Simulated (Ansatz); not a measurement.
# C: the cost of one run

Method: DFT PBEsol+D3(BJ), scalar-relativistic, plane waves, PAW, in Ansatz 0.2.0.

16 further runs of the same task are left out: 16 set aside as unsound or not needed.

## 1. The structure to begin with

Symmetry: Fmmm, No. 69, orthorhombic system. Conventional cell: a = 2.459 Å, b = 4.256 Å, c = 6.649 Å, α = 90.00°, β = 90.00°, γ = 90.00°. Around C (site symmetry m2m) lie 3 C at 1.42 Å.

As a file:

```
C
1.0
     0.00000    2.12799    3.32438
     1.22941    0.00000    3.32438
     1.22941    2.12799    0.00000
C
2
Direct
  0.16671 0.83329 0.16671
  0.83329 0.16671 0.83329
```

This cell was relaxed beforehand with the same method: volume 8.70 Å³/atom, gap on the mesh 0.08 eV.

## 2. What is varied

The energy is mapped over volume and the cell's shape.

The axes are (1) volume per atom: 7 values from 7.31 to 10.09 Å³; (2) stretch along c over the lengths across it, relative to the relaxed cell: 7 values from 0.834 to 1.200.

Nothing else is relaxed (fractional coordinates fixed). Energies count from the relaxed crystal. Points are written as (first, second).

## 3. Grid point (9.16 Å³, 0.834)

input.yaml reads:

```yaml
crystal:
  lattice:
    - [0.0, 2.3005899112, 2.9959719029]
    - [1.3291253342, 0.0, 2.9959719029]
    - [1.3291253342, 2.3005899112, 0.0]
  atoms:
    - { symbol: C, position: [0.1667066167, 0.8332933833, 0.1667066167] }
    - { symbol: C, position: [0.8332933833, 0.1667066167, 0.8332933833] }
basis:
  ecutwfc: 520.0
kpoints:
  mp_grid: { grid: [18, 18, 18] }
hamiltonian:
  xc: pbesol
  pseudopotentials: { kind: paw, azcp: { folder: soft_1 } }
  dispersion: d3bj
scf:
  occupations: { method: gaussian, width: 0.03 }
output:
  forces: true
  stress: true
  eigenvalues: true
```

On the command line:

```console
> ansatz run input.yaml --threads 1 --pin off --max-ram 2048MiB --backend cpu --events-out ev --progress --plain --runs-dir out
```

What time and memory should one allow on 1 thread of Arm Neoverse N1, shared host?

About 23 s, with a peak of 0.45 GiB.
